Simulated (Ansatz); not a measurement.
What a change of settings does: Sb (fcc type)

First run: DFT, PBE, PAW with Ansatz's default frozen-core files, scalar-relativistic (Ansatz 0.2.0).

Command: `ansatz run input.yaml --threads 1 --pin off --max-ram 3584MiB --backend cpu --events-out ev --progress --plain --runs-dir out` It took 6 s on 1 thread of Intel(R) Xeon(R) Platinum 8488C (Sapphire Rapids), on a shared host, peak memory 0.43 GiB.

```yaml
crystal:
  lattice:
    - [0.0, 2.3962708729, -2.3962708729]
    - [-2.3962708729, 0.0, 2.3962708729]
    - [4.7925417458, 4.7925417458, 4.7925417458]
  atoms:
    - { symbol: Sb, position: [0.0, 0.0, 0.0] }
    - { symbol: Sb, position: [0.333333333, 0.666666667, 0.333333333] }
    - { symbol: Sb, position: [0.666666667, 0.333333333, 0.666666667] }
kpoints:
  mp_grid: { grid: [11, 11, 4] }
scf:
  occupations: { method: fermi_dirac, width: 0.1 }
hamiltonian:
  xc: pbe
  pseudopotentials: { kind: paw }
output:
  forces: true
  stress: true
  eigenvalues: true
  write_density: true
  write_potential: true
  elf: true
  volumetric_format: npy
```

The cell comes from a relaxation on PAW files under the same functional, begun from a prototype that needn't be the stable phase.

This run: bulk in the slab's orientation.

It converges in 7 SCF iterations at a pressure of -0.13 GPa, cutoff 420 eV.

The input is then changed:

```diff
 scf:
-  occupations: { method: fermi_dirac, width: 0.1 }
+  occupations: { method: tetrahedron }
 hamiltonian:
```

Q: Predict the outcome of the changed run.

A: It converges in 6 SCF iterations, cutoff 420 eV, free energy +14.1 meV/atom against the first run's. Results part of its log:
```
Warning: output.forces, output.stress, relax.cell or npt_langevin: where a Kohn–Sham band that disperses or a degenerate level is filled in part under the method tetrahedron, the forces or the stress that this run publishes need not agree with its energy (scf.occupations.method in the input reference, under Limitations); prefer a smearing scheme for the forces or the stress
SCF 1 converged in 6 iterations: F = -19452.502770 eV  dr2 = 7.88e-8
  greatest PAW one-centre occupation: 0.996 electrons in one spin orbital (limit 2), on the Sb atom at site 2 (counted from 0), in its partial waves of l = 2
SCF converged after 6 iterations
Stability not checked: this state was not tested for a lower state beside it, because cold or Methfessel-Paxton smearing, or corrected tetrahedra, fill the levels in a way that the test cannot read (fill_not_monotonic; see scf.lower_state_search)
Free energy (F): -19452.502770 eV
Harris-Foulkes:  -19452.502770 eV  (|F-HF|=6.97e-8)
Internal energy: -19452.502128 eV  (E = F + TS)
E sigma→0 (E₀):  -19452.502770 eV
Entropy (-TS):   -0.000642 eV (-0.214 meV/atom)
Fermi energy:    11.376088 eV
--- Per-component energies (eV) ---
  E_band       = -447.446067
  E_kinetic    = 618.690949
  E_local      = -4351.532615  (includes V_loc(G=0)·N_el)
  E_nonlocal   = 1083.891019
[... lines left out ...]
  Σ components = -19452.502770   (vs F -19452.502770, Δ=0.00e0)
--- Forces (eV/Å), atoms counted from 1 ---
  atom   1  Sb     0.00000000     0.00000000    -0.00000000
  atom   2  Sb     0.00000000     0.00000000     0.00000000
  atom   3  Sb    -0.00000000     0.00000000     0.00000000
  max |Σ_I F_I| component: 2.15e-28 eV/Å
--- Stress (GPa, compression-positive) ---
       -0.009106      -0.148806      -0.148806
       -0.148806      -0.009106      -0.148806
       -0.148806      -0.148806      -0.009106
  P = ⅓ Tr σ = -0.0091 GPa (-0.091 kbar)
--- Band table (eV; the first three rows and the last of 58) ---
  k-point 0: bands = ["-17.9833", "-17.9833", "-17.9832", "-17.9762", "-17.9762", "-17.9760", "-17.9760", "-17.9760", "-17.9760", "-17.9491", "-17.9491", "-17.9250", "-17.9250", "-17.9250", "-17.9250", "-1.4255", "0.6549", "0.6549", "8.3109", "8.3109", "15.1606", "15.1606", "15.1606", "15.1606", "16.4948", "16.4948", "16.4956", "19.4742", "19.4742", "21.3719", "21.3719"]
  k-point 1: bands = ["-17.9825", "-17.9806", "-17.9806", "-17.9784", "-17.9784", "-17.9784", "-17.9748", "-17.9739", "-17.9739", "-17.9490", "-17.9490", "-17.9376", "-17.9376", "-17.9148", "-17.9148", "-1.2909", "-0.2300", "1.6455", "6.5052", "10.5233", "14.9369", "14.9369", "15.2832", "15.5106", "15.5106", "16.3259", "16.3259", "19.4952", "19.6001", "20.4797", "20.8978"]
  k-point 2: bands = ["-17.9808", "-17.9808", "-17.9794", "-17.9794", "-17.9755", "-17.9755", "-17.9755", "-17.9755", "-17.9742", "-17.9464", "-17.9464", "-17.9464", "-17.9464", "-17.9109", "-17.9109", "-0.8892", "-0.8892", "2.2175", "5.6589", "12.9449", "12.9449", "14.8605", "14.8605", "15.9361", "15.9361", "15.9361", "15.9361", "19.5413", "19.9185", "19.9185", "20.7351"]
  k-point 57: bands = ["-17.9793", "-17.9781", "-17.9781", "-17.9681", "-17.9664", "-17.9664", "-17.9470", "-17.9470", "-17.9444", "-17.9344", "-17.9315", "-17.9315", "-17.9121", "-17.9083", "-17.9083", "3.0064", "3.4046", "3.4046", "6.6402", "7.4760", "7.4760", "9.3169", "9.3169", "10.6136", "11.1894", "11.1894", "12.4582", "19.0633", "19.4670", "19.4670", "20.9889"]
```
